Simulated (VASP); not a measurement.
**SnTe in VASP 6.6.1, relaxation**

INCAR

```
GGA = RP
LREAL = .FALSE.
SIGMA = 0.02
PREC = Accurate
ISPIN = 2
IBRION = 2
NBANDS = 17
LASPH = .TRUE.
MAGMOM = -0.5 0.5
EDIFF = 1E-7
EDIFFG = -5E-3
ISMEAR = -1
LWAVE = .FALSE.
ISIF = 3
ENCUT = 600
NSW = 40
LCHARG = .FALSE.
NELM = 120
```

KPOINTS

```
KPOINTS created by Atomic Simulation Environment
0
Gamma
6 6 6
0 0 0
```

POSCAR

```
Sn Te
 1.0000000000000000
     0.0000000000000000    2.9504180000000000    2.9504180000000000
     2.9504180000000000    0.0000000000000000    2.9504180000000000
     2.9504180000000000    2.9504180000000000    0.0000000000000000
 Sn  Te
   1   1
Cartesian
  0.0000000000000000  0.0000000000000000  0.0000000000000000
  2.9504180000000000  2.9504180000000000  2.9504180000000000
```

The recommended PBE PAW datasets give the neutral cell 20 valence electrons.

Command

```
mpirun -np 1 vasp_std
```

OSZICAR

```
N       E                     dE             d eps       ncg     rms          rms(c)
DAV:   1     0.135793206107E+03    0.13579E+03   -0.10506E+04  1097   0.160E+03
DAV:   2     0.611082922118E+01   -0.12968E+03   -0.12626E+03  1144   0.373E+02
DAV:   3    -0.571676875656E+01   -0.11828E+02   -0.11675E+02  1350   0.923E+01
DAV:   4    -0.604229471931E+01   -0.32553E+00   -0.32475E+00  1283   0.155E+01
DAV:   5    -0.605374783078E+01   -0.11453E-01   -0.11453E-01  1559   0.295E+00    0.875E+00
DAV:   6    -0.609153917580E+01   -0.37791E-01   -0.54697E-02  1462   0.199E+00    0.519E+00
DAV:   7    -0.609448704689E+01   -0.29479E-02   -0.43830E-02  1303   0.181E+00    0.218E+00
DAV:   8    -0.609886872027E+01   -0.43817E-02   -0.10983E-02  1216   0.904E-01    0.330E-01
DAV:   9    -0.609866518267E+01    0.20354E-03   -0.11436E-03  1306   0.276E-01    0.185E-01
DAV:  10    -0.609860658946E+01    0.58593E-04   -0.22492E-04  1366   0.112E-01    0.552E-02
...
DAV:   7    -0.687322954590E+01   -0.87691E-07   -0.85163E-08   830   0.242E-03
   4 F= -.68732295E+01 E0= -.68731895E+01  d E =-.774558E+00  mag=     0.0000
       N       E                     dE             d eps       ncg     rms          rms(c)
DAV:   1    -0.687491556837E+01   -0.16861E-02   -0.34157E-02  1348   0.251E+00    0.227E-01
DAV:   2    -0.687362302827E+01    0.12925E-02   -0.20142E-03  1379   0.631E-01    0.989E-02
DAV:   3    -0.687330543785E+01    0.31759E-03   -0.92109E-04  1386   0.395E-01    0.203E-02
DAV:   4    -0.687330122707E+01    0.42108E-05   -0.25885E-05  1128   0.469E-02    0.177E-02
DAV:   5    -0.687330000609E+01    0.12210E-05   -0.44215E-06  1392   0.142E-02    0.378E-03
DAV:   6    -0.687330001746E+01   -0.11367E-07   -0.35031E-07  1322   0.822E-03
   5 F= -.68733000E+01 E0= -.68732526E+01  d E =-.704716E-04  mag=     0.0000
```

| ionic step | ΔE (meV/atom) | volume (Å³) | largest force (eV/Å) | pressure (GPa) | electronic steps |
| --- | --- | --- | --- | --- | --- |
| 1 | 0.0 | 51.37 | 0.000 | 18.48 | 15 |
| 2 | -338.9 | 76.68 | 0.000 | -3.28 | 12 |
| 3 | -387.3 | 68.06 | 0.000 | 0.09 | 12 |
| 4 | -387.3 | 68.42 | 0.000 | -0.11 | 7 |
| 5 | -387.3 | 68.21 | 0.000 | 0.01 | 6 |

It converged. Results: relaxed cell vector lengths 4.586, 4.586, 4.586 Å; relaxed cell volume 68.21 Å³; magnetic moment of the cell 0.00 μB.

 The volume moved far on the plane waves of the start cell, so a restart from CONTCAR is due.

For comparison, a separate PBE relaxation on usual settings, not on those above, ends at 65.88 Å³.

The run above took about 69 s on one core of a shared host (Intel Xeon 6975P-C) and held 0.26 GiB at most.
